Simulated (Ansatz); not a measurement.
# Calculated electric field gradients for B

The cell is a COD entry, ions relaxed with PBE at fixed cell.

```
CELL_PARAMETERS angstrom
2.45895 1.41968 4.19350
-2.45895 1.41968 4.19350
0.00000 -2.83935 4.19350
ATOMIC_POSITIONS crystal
B 0.01006 0.65435 0.01006
B 0.01006 0.01006 0.65435
B 0.65435 0.01006 0.01006
B 0.98994 0.34565 0.98994
B 0.34565 0.98994 0.98994
B 0.98994 0.98994 0.34565
B 0.22062 0.63123 0.22062
B 0.22062 0.22062 0.63123
B 0.63123 0.22062 0.22062
B 0.77938 0.36877 0.77938
B 0.36877 0.77938 0.77938
B 0.77938 0.77938 0.36877
```

Sites (sets of like atoms) are named by element and the number of their first atom in this list.

All values are calculated (Ansatz; DFT, r2SCAN, plane waves and PAW, scalar-relativistic, 500 eV cutoff, Γ-centred 8×8×8 k-points, Fermi–Dirac smearing 0.05 eV), not measured.

V_zz is the principal component of the electric field gradient with the largest magnitude, η = (V_xx − V_yy)/V_zz and C_Q = eQV_zz/h. Directions are in the Cartesian axes of the cell vectors above, for the atom listed; none is given where the gradient is under 0.02 or η is above 0.95.

(1) What field gradients does the calculation give at each kind of site?

Results:

(1) 

```json
{"site": "B1", "first atom": "1", "first shell": "6 B at 1.68–1.80 Å", "V_zz (10²¹ V/m²)": "-1.47", "η": "0.21", "direction of V_zz (x, y, z)": "-0.53 0.31 0.79"}
{"site": "B7", "first atom": "7", "first shell": "7 B at 1.78–2.02 Å", "V_zz (10²¹ V/m²)": "0.86", "η": "0.43", "direction of V_zz (x, y, z)": "0.85 -0.49 0.18"}
```
